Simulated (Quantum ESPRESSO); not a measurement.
# GaP (F-43m) in Quantum ESPRESSO: notebook

The runs below take GaP through phonons, with PBE.

Everything below comes from runs of Quantum ESPRESSO 7.5. Logs are shortened: lines on timing, memory, paths and dates and some standing lists are left out, and cuts for length are marked.

## (1) The structure

It takes space group F-43m (No. 216, cubic). Conventional cell: a = 5.451 Å, b = 5.451 Å, c = 5.451 Å, α = 90.00°, β = 90.00°, γ = 90.00°. Ga (site symmetry -43m) is surrounded by 4 P at 2.36 Å. P (site symmetry -43m) is surrounded by 4 Ga at 2.36 Å.

## (2) Phonons, PBE

pw.in reads:

```
&CONTROL
  calculation = 'scf'
  prefix = 'pwscf'
  outdir = './tmp'
  pseudo_dir = './pseudo'
  tprnfor = .true.
  tstress = .true.
  disk_io = 'low'
/
&SYSTEM
  ibrav = 0
  nat = 2
  ntyp = 2
  ecutwfc = 56
  ecutrho = 448
  nbnd = 19
  occupations = 'smearing'
  smearing = 'fd'
  degauss = 0.00367493
/
&ELECTRONS
  conv_thr = 4d-10
  electron_maxstep = 120
  mixing_beta = 0.5
/
ATOMIC_SPECIES
Ga    69.7230 ga_pbe_v1.4.uspp.F.UPF
P     30.9738 p_pbe_v1.5.uspp.F.UPF
CELL_PARAMETERS angstrom
   0.0000000000    2.7252500000    2.7252500000
   2.7252500000    0.0000000000    2.7252500000
   2.7252500000    2.7252500000    0.0000000000
ATOMIC_POSITIONS crystal
Ga     0.0000000000    0.0000000000    0.0000000000
P      0.7500000000    0.7500000000    0.7500000000
K_POINTS automatic
4 4 4 1 1 1
```

relax.in reads:

```
&CONTROL
  calculation = 'vc-relax'
  prefix = 'pwscf'
  outdir = './tmp'
  pseudo_dir = './pseudo'
  tprnfor = .true.
  tstress = .true.
  disk_io = 'low'
  nstep = 40
  forc_conv_thr = 0.0001
  etot_conv_thr = 1d-06
/
&SYSTEM
  ibrav = 0
  nat = 2
  ntyp = 2
  ecutwfc = 56
  ecutrho = 448
  nbnd = 19
  occupations = 'smearing'
  smearing = 'fd'
  degauss = 0.00367493
/
&ELECTRONS
  conv_thr = 4d-10
  electron_maxstep = 120
  mixing_beta = 0.5
/
&IONS
  ion_dynamics = 'bfgs'
/
&CELL
  cell_dynamics = 'bfgs'
  press = 0
  press_conv_thr = 0.2
/
ATOMIC_SPECIES
Ga    69.7230 ga_pbe_v1.4.uspp.F.UPF
P     30.9738 p_pbe_v1.5.uspp.F.UPF
CELL_PARAMETERS angstrom
   0.0000000000    2.7252500000    2.7252500000
   2.7252500000    0.0000000000    2.7252500000
   2.7252500000    2.7252500000    0.0000000000
ATOMIC_POSITIONS crystal
Ga     0.0000000000    0.0000000000    0.0000000000
P      0.7500000000    0.7500000000    0.7500000000
K_POINTS automatic
4 4 4 1 1 1
```

scf2.in reads:

```
&CONTROL
  calculation = 'scf'
  prefix = 'pwscf'
  outdir = './tmp'
  pseudo_dir = './pseudo'
  tprnfor = .true.
  tstress = .true.
  disk_io = 'low'
/
&SYSTEM
  ibrav = 0
  nat = 2
  ntyp = 2
  ecutwfc = 56
  ecutrho = 448
  nbnd = 19
  occupations = 'fixed'
/
&ELECTRONS
  conv_thr = 1d-13
  electron_maxstep = 120
  mixing_beta = 0.5
  startingpot = 'file'
  startingwfc = 'file'
/
ATOMIC_SPECIES
Ga    69.7230 ga_pbe_v1.4.uspp.F.UPF
P     30.9738 p_pbe_v1.5.uspp.F.UPF
CELL_PARAMETERS angstrom
   0.0000000000    2.7528994933    2.7528994933
   2.7528994933    0.0000000000    2.7528994933
   2.7528994933    2.7528994933    0.0000000000
ATOMIC_POSITIONS crystal
Ga     0.0000000000    0.0000000000    0.0000000000
P      0.7500000000    0.7500000000    0.7500000000
K_POINTS automatic
4 4 4 1 1 1
```

ph.in reads:

```
phonons of GaP
&INPUTPH
  prefix = 'pwscf'
  outdir = './tmp'
  tr2_ph = 1d-18
  fildyn = 'dyn'
  niter_ph = 90
  alpha_mix(1) = 0.7
  epsil = .true.
/
0.0000000000 0.0000000000 0.0000000000
```

dynmat.in reads:

```
&INPUT
  fildyn = 'dyn'
  asr = 'crystal'
  lperm = .true.
  filout = 'dynmat.disp'
  fileig = 'dynmat.eig'
/
```

dynmat_lo.in reads:

```
&INPUT
  fildyn = 'dyn'
  asr = 'crystal'
  filout = 'dynmat_lo.disp'
  fileig = 'dynmat_lo.eig'
  q(1) = 0
  q(2) = 0
  q(3) = 1
/
```

Potentials or basis: GBRV 1.5 PBE.

The run is started by

```
OMP_NUM_THREADS=1 mpirun -n 4 pw.x -nk 2 -in pw.in > pw.out
OMP_NUM_THREADS=1 mpirun -n 4 pw.x -nk 2 -in relax.in > relax.out
OMP_NUM_THREADS=1 mpirun -n 4 pw.x -nk 2 -in scf2.in > scf2.out
OMP_NUM_THREADS=1 mpirun -n 4 ph.x -nk 2 -in ph.in > ph.out
OMP_NUM_THREADS=1 mpirun -n 1 dynmat.x -in dynmat.in > dynmat.out
OMP_NUM_THREADS=1 mpirun -n 1 dynmat.x -in dynmat_lo.in > dynmat_lo.out
```

pw.out:

```text
This program is part of the open-source Quantum ESPRESSO suite
     for quantum simulation of materials; please cite
[... 6 lines left out ...]
     using ibrav=0 with symmetry is DISCOURAGED, use correct ibrav instead

     K-points division:     npool     =       2
     Subspace diagonalization in iterative solution of the eigenvalue problem:
     a serial algorithm will be used

     --------------------
     sticks:   dense  smooth     PW     G-vecs:    dense   smooth      PW
     Min         819     411    126                21898     7736    1318
     Max         820     412    127                21901     7737    1319
     Sum        1639     823    253                43799    15473    2637

     Using Slab Decomposition

     bravais-lattice index     =            0
     lattice parameter (alat)  =       7.2832  a.u.
     unit-cell volume          =     273.1780 (a.u.)^3
     number of atoms/cell      =            2
     number of atomic types    =            2
     number of electrons       =        24.00
     number of Kohn-Sham states=           19
     kinetic-energy cutoff     =      56.0000  Ry
     charge density cutoff     =     448.0000  Ry
     scf convergence threshold =      4.0E-10
     mixing beta               =       0.5000
     number of iterations used =            8  plain     mixing
     Exchange-correlation=  SLA  PW   PBX  PBC
                           (   1   4   3   4   0   0   0)

     celldm(1)=   7.283166  celldm(2)=   0.000000  celldm(3)=   0.000000
     celldm(4)=   0.000000  celldm(5)=   0.000000  celldm(6)=   0.000000

     crystal axes: (cart. coord. in units of alat)
               a(1) = (   0.000000   0.707107   0.707107 )
               a(2) = (   0.707107   0.000000   0.707107 )
               a(3) = (   0.707107   0.707107   0.000000 )

     reciprocal axes: (cart. coord. in units 2 pi/alat)
               b(1) = ( -0.707107  0.707107  0.707107 )
               b(2) = (  0.707107 -0.707107  0.707107 )
               b(3) = (  0.707107  0.707107 -0.707107 )

     PseudoPot. # 1 for Ga read from file:
     ga_pbe_v1.4.uspp.F.UPF
     Pseudo is Ultrasoft + core correction, Zval = 19.0
     Generated by new atomic code, or converted to UPF format
     Using radial grid of  871 points,  6 beta functions with:
                l(1) =   0
                l(2) =   0
                l(3) =   1
                l(4) =   1
                l(5) =   2
                l(6) =   2
     Q(r) pseudized with  8 coefficients,  rinner =    1.250   1.250   1.250
                                                       1.250   1.250

     PseudoPot. # 2 for P  read from file:
     p_pbe_v1.5.uspp.F.UPF
     Pseudo is Ultrasoft + core correction, Zval =  5.0
     Generated by new atomic code, or converted to UPF format
     Using radial grid of  903 points,  6 beta functions with:
                l(1) =   0
                l(2) =   0
                l(3) =   1
                l(4) =   1
                l(5) =   2
                l(6) =   2
     Q(r) pseudized with  8 coefficients,  rinner =    1.300   1.300   1.300
                                                       1.300   1.300

     atomic species   valence    mass     pseudopotential
     Ga               19.00    69.72300     Ga( 1.00)
     P                 5.00    30.97380     P ( 1.00)

     24 Sym. Ops. (no inversion) found

   Cartesian axes

     site n.     atom                  positions (alat units)
         1        Ga     tau(   1) = (   0.0000000   0.0000000   0.0000000  )
         2        P      tau(   2) = (   1.0606602   1.0606602   1.0606602  )

     number of k points=    10  Fermi-Dirac smearing, width (Ry)=  0.0037
                       cart. coord. in units 2pi/alat
        k(    1) = (   0.0883883   0.0883883   0.0883883), wk =   0.0625000
        k(    2) = (   0.2651650   0.2651650  -0.0883883), wk =   0.1875000
        k(    3) = (  -0.2651650  -0.2651650   0.4419417), wk =   0.1875000
        k(    4) = (  -0.0883883  -0.0883883   0.2651650), wk =   0.1875000
        k(    5) = (   0.4419417   0.0883883   0.0883883), wk =   0.1875000
        k(    6) = (  -0.0883883  -0.4419417   0.6187184), wk =   0.3750000
        k(    7) = (   0.0883883  -0.2651650   0.4419417), wk =   0.3750000
        k(    8) = (  -0.6187184   0.0883883   0.0883883), wk =   0.1875000
        k(    9) = (   0.2651650   0.2651650   0.2651650), wk =   0.0625000
        k(   10) = (  -0.2651650  -0.2651650   0.7954951), wk =   0.1875000

     Dense  grid:    43799 G-vectors     FFT dimensions: (  50,  50,  50)

     Smooth grid:    15473 G-vectors     FFT dimensions: (  36,  36,  36)

     Initial potential from superposition of free atoms

     starting charge      22.9998, renormalised to      24.0000
     Starting wfcs are   16 randomized atomic wfcs +    3 random wfcs

     Self-consistent Calculation

     iteration #  1     ecut=    56.00 Ry     beta= 0.50
     Davidson diagonalization with overlap
     ethr =  1.00E-02,  avg # of iterations =  7.5

     total energy              =    -426.96165309 Ry
     estimated scf accuracy    <       7.58111687 Ry

     iteration #  2     ecut=    56.00 Ry     beta= 0.50
     Davidson diagonalization with overlap
     ethr =  1.00E-02,  avg # of iterations =  2.4

     total energy              =    -430.71319670 Ry
     estimated scf accuracy    <       2.70616755 Ry

     iteration #  3     ecut=    56.00 Ry     beta= 0.50
     Davidson diagonalization with overlap
     ethr =  1.00E-02,  avg # of iterations =  2.0

     total energy              =    -430.91872320 Ry
     estimated scf accuracy    <       0.24783010 Ry

     iteration #  4     ecut=    56.00 Ry     beta= 0.50
     Davidson diagonalization with overlap
     ethr =  1.03E-03,  avg # of iterations =  2.0

     total energy              =    -430.91178582 Ry
     estimated scf accuracy    <       0.04535016 Ry

     iteration #  5     ecut=    56.00 Ry     beta= 0.50
     Davidson diagonalization with overlap
     ethr =  1.89E-04,  avg # of iterations =  2.0

     total energy              =    -430.92327339 Ry
     estimated scf accuracy    <       0.00025989 Ry

     iteration #  6     ecut=    56.00 Ry     beta= 0.50
     Davidson diagonalization with overlap
     ethr =  1.08E-06,  avg # of iterations =  5.8

     total energy              =    -430.92341396 Ry
     estimated scf accuracy    <       0.00005182 Ry

     iteration #  7     ecut=    56.00 Ry     beta= 0.50
     Davidson diagonalization with overlap
     ethr =  2.16E-07,  avg # of iterations =  2.0

     total energy              =    -430.92343046 Ry
     estimated scf accuracy    <       0.00000330 Ry

     iteration #  8     ecut=    56.00 Ry     beta= 0.50
     Davidson diagonalization with overlap
     ethr =  1.37E-08,  avg # of iterations =  2.7

     total energy              =    -430.92343089 Ry
     estimated scf accuracy    <       0.00000105 Ry

     iteration #  9     ecut=    56.00 Ry     beta= 0.50
     Davidson diagonalization with overlap
     ethr =  4.39E-09,  avg # of iterations =  2.0

     total energy              =    -430.92343119 Ry
     estimated scf accuracy    <       0.00000003 Ry

     iteration # 10     ecut=    56.00 Ry     beta= 0.50
     Davidson diagonalization with overlap
     ethr =  1.35E-10,  avg # of iterations =  3.7

     total energy              =    -430.92343120 Ry
     estimated scf accuracy    <          5.4E-09 Ry

     iteration # 11     ecut=    56.00 Ry     beta= 0.50
     Davidson diagonalization with overlap
     ethr =  2.23E-11,  avg # of iterations =  2.6

     total energy              =    -430.92343121 Ry
     estimated scf accuracy    <          1.4E-09 Ry

     iteration # 12     ecut=    56.00 Ry     beta= 0.50
     Davidson diagonalization with overlap
     ethr =  5.77E-12,  avg # of iterations =  2.6

     End of self-consistent calculation

          k = 0.0884 0.0884 0.0884 (  1934 PWs)   bands (ev):

   -86.3042 -86.3042 -86.3042  -6.7687  -6.7495  -6.7495  -6.6536  -6.6536
    -4.5689   6.0964   7.4938   7.4938  10.1741  11.9634  11.9634  12.1927
    16.8464  16.8464  17.4291

          k = 0.2652 0.2652-0.0884 (  1930 PWs)   bands (ev):

   -86.3042 -86.3042 -86.3042  -6.8162  -6.7330  -6.7312  -6.6559  -6.6489
    -3.5763   3.1431   5.6637   7.0209  10.6389  12.6400  12.6408  14.1346
    15.9587  18.2773  18.9480

          k =-0.2652-0.2652 0.4419 (  1941 PWs)   bands (ev):

   -86.3042 -86.3042 -86.3042  -6.8403  -6.7267  -6.7224  -6.6530  -6.6448
    -2.6209   1.2869   5.6155   6.2943  10.3081  12.2061  13.1184  15.7250
    17.8507  19.3420  19.6606

          k =-0.0884-0.0884 0.2652 (  1942 PWs)   bands (ev):

   -86.3042 -86.3042 -86.3042  -6.8024  -6.7363  -6.7342  -6.6609  -6.6473
    -4.0490   4.4465   6.5904   6.6225  10.6639  11.6405  13.2887  13.4101
    15.7497  17.6977  18.8601

          k = 0.4419 0.0884 0.0884 (  1939 PWs)   bands (ev):

   -86.3042 -86.3042 -86.3042  -6.8428  -6.7138  -6.7110  -6.6735  -6.6393
    -3.0975   2.7688   5.3216   5.7096  10.0475  11.3796  14.4273  15.0485
    17.5104  19.1106  20.8297

          k =-0.0884-0.4419 0.6187 (  1928 PWs)   bands (ev):

   -86.3042 -86.3042 -86.3042  -6.8554  -6.7136  -6.6973  -6.6700  -6.6428
    -1.9285   1.2998   4.0120   5.0516  10.9544  12.6022  13.9331  15.8737
    17.3853  19.9870  20.7942

          k = 0.0884-0.2652 0.4419 (  1931 PWs)   bands (ev):

   -86.3042 -86.3042 -86.3042  -6.8397  -6.7233  -6.7139  -6.6624  -6.6445
    -2.7492   2.0237   4.6896   6.0035  11.1969  12.1722  13.4146  14.8422
    17.2741  19.2454  20.4979

          k =-0.6187 0.0884 0.0884 (  1935 PWs)   bands (ev):

   -86.3042 -86.3042 -86.3042  -6.8672  -6.6977  -6.6929  -6.6826  -6.6348
    -2.0156   1.3082   4.5814   5.2163   9.6260  10.5902  16.5548  16.8924
    18.8924  19.6574  20.8853

          k = 0.2652 0.2652 0.2652 (  1922 PWs)   bands (ev):

   -86.3042 -86.3042 -86.3042  -6.8281  -6.7315  -6.7315  -6.6484  -6.6484
    -3.1913   1.9581   6.7265   6.7265   9.5267  12.5142  12.5142  15.7398
    17.5685  17.8569  17.8569

          k =-0.2652-0.2652 0.7955 (  1931 PWs)   bands (ev):

   -86.3042 -86.3042 -86.3042  -6.8463  -6.7196  -6.7099  -6.6594  -6.6480
    -2.2487   1.4283   4.0554   5.9949  10.4542  13.3738  14.3043  15.2905
    16.9887  17.3808  21.1897

     the Fermi energy is     8.5252 ev

!    total energy              =    -430.92343121 Ry
     estimated scf accuracy    <          2.8E-12 Ry
     smearing contrib. (-TS)   =      -0.00000000 Ry
     internal energy E=F+TS    =    -430.92343121 Ry

     The total energy is F=E-TS. E is the sum of the following terms:
     one-electron contribution =    -396.46844858 Ry
     hartree contribution      =     206.66616679 Ry
     xc contribution           =     -54.50624581 Ry
     ewald contribution        =    -186.61490361 Ry

     convergence has been achieved in  12 iterations

     Forces acting on atoms (cartesian axes, Ry/au):

     atom    1 type  1   force =     0.00000000    0.00000000    0.00000000
     atom    2 type  2   force =     0.00000000    0.00000000    0.00000000

     Total force =     0.000000     Total SCF correction =     0.000000

     Computing stress (Cartesian axis) and pressure

          total   stress  (Ry/bohr**3)                   (kbar)     P=       24.92
   0.00016939  -0.00000000  -0.00000000           24.92       -0.00       -0.00
  -0.00000000   0.00016939  -0.00000000           -0.00       24.92       -0.00
  -0.00000000  -0.00000000   0.00016939           -0.00       -0.00       24.92

=------------------------------------------------------------------------------=
   JOB DONE.
=------------------------------------------------------------------------------=
```

It took 4.3 min on 4 MPI ranks of Intel Xeon at 2.50GHz (Skylake/Cascade Lake), shared host; peak memory 0.52 GiB.

Results:

| Item | Value |
| --- | --- |
| Free energy | -5863.0217 eV |
| Relaxed volume | 20.86 Å³/atom |
| Relaxed cell | a = 3.893 Å, b = 3.893 Å, c = 3.893 Å, α = 60.00°, β = 60.00°, γ = 60.00° |
| Space group after relaxing (to 0.05 Å) | F-43m (No. 216) |
| Pressure after relaxing | 0.0 GPa |
| Electronic dielectric tensor (diagonal) | 11.29 |
| Born charges (mean of the diagonal) | Ga +2.20; P -2.30 e |
| Highest phonon frequency at Γ, LO-TO splitting left out | 345 cm⁻¹ |
| Static dielectric tensor (diagonal) | 13.64 |

The path:
```tsv
step	energy change (eV)	largest force (eV/Å)	pressure (GPa)	volume (Å³)
1	0.0000	0.0000	2.49	40.48
2	-0.0063	0.0000	1.40	41.00
3	-0.0093	0.0000	0.29	41.57
4	-0.0094	0.0000	0.01	41.72
5	-0.0094	0.0000	0.00	41.73
```

Final structure:
```
CELL_PARAMETERS angstrom
0.00000 2.75290 2.75290
2.75290 0.00000 2.75290
2.75290 2.75290 0.00000
ATOMIC_POSITIONS crystal
Ga 0.00000 0.00000 0.00000
P 0.75000 0.75000 0.75000
```

Levels at points of the mesh, in eV from the valence-band top:
| k point | band 9 | band 10 | band 11 | band 12 | band 13 | band 14 | band 15 | band 16 |
| --- | --- | --- | --- | --- | --- | --- | --- | --- |
| (0.12, 0.12, 0.12) | -11.86 | -1.41 | 0.00 | 0.00 | 2.50 | 4.45 | 4.45 | 4.62 |

Phonon frequencies in cm⁻¹ (negative: imaginary):
```csv
q point,frequencies
"(0.000, 0.000, 0.000)",4 4 4 345 345 345
```

Electronic dielectric tensor:
```
11.29  0.00  0.00
 0.00 11.29  0.00
 0.00  0.00 11.29
```

Born effective charge tensors (e):
atom 1, Ga
```
2.20 0.00 0.00
0.00 2.20 0.00
0.00 0.00 2.20
```
atom 2, P
```
-2.30  0.00  0.00
 0.00 -2.30  0.00
 0.00  0.00 -2.30
```

Optical modes at Γ, degenerate ones joined, polar ones without the macroscopic field:
```tsv
cm⁻¹	components	symmetry	active in	IR intensity, summed ((D/Å)²/amu)
345	3	T2	IR and Raman	16.32
```

Zone-centre frequencies without and with the macroscopic field along z (cm⁻¹):
```tsv
	optical modes in rising order
without	345 345 345
with the field	345 345 379
```

Static dielectric tensor, electrons and zone-centre modes:
```
13.64  0.00  0.00
 0.00 13.64  0.00
 0.00  0.00 13.64
```

Caveat: the mesh is thin for the dielectric tensor, Born charges and intensities, which usually come out too large; the Born charges break their sum rule by 0.09 e, a sign of too thin a mesh.

(Continued in part 2 of 3.)
